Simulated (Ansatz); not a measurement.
Input and command of a calculation in Ansatz (plane waves; scalar-relativistic PAW potentials unless the input names others):

```yaml
crystal:
  lattice:
    - [3.2967376002, 0.0, 0.0]
    - [-1.6483688001, 2.8550585114, 0.0]
    - [0.0, 0.0, 10.9769757425]
  atoms:
    - { symbol: In, position: [0.0, 0.0, 0.0] }
    - { symbol: In, position: [0.3333333333, 0.6666666667, 0.25] }
    - { symbol: In, position: [0.0, 0.0, 0.5] }
    - { symbol: In, position: [0.6666666667, 0.3333333333, 0.75] }
basis:
  ecutwfc: 420
kpoints:
  mp_grid: { grid: [12, 12, 4] }
hamiltonian:
  xc: pbe
  dispersion: d3bj
scf:
  occupations: { method: fermi_dirac, width: 0.3 }
  n_extra_bands: 0
  max_iter: 80
output:
  forces: true
  eigenvalues: true
  stress: true
relax:
  adjacent_minimum: "off"
  f_tol: 0.01
  max_steps: 60
  cell: { stress_tol: 0.1 }
```

```bash
ansatz run input.yaml --threads 1 --pin off --max-ram 2560MiB --backend cpu --events-out ev --progress --plain --runs-dir out
```

Will this input run?

The program refuses it, because of too few bands (scf.n_extra_bands: not typed → 0). Also changed, but not at fault: scf.occupations: {"method": "gaussian", "width": 0.1} → {"method": "fermi_dirac", "width": 0.3}. With the sound run's settings it is accepted.

Abridged log:
```
Error: inconsistent input (scf.n_extra_bands, scf.occupations.method): n_bands = 26 leaves no empty band above the 26 bands per channel that the deck's 52 electrons occupy, and the occupations search for the Fermi level (a smearing at a finite width, or tetrahedra): a level found among occupied bands alone can fill a metal as an insulator; raise scf.n_extra_bands until at least 27 bands are solved (omitted, it auto-derives to 35) (see scf.n_extra_bands in the input reference)
```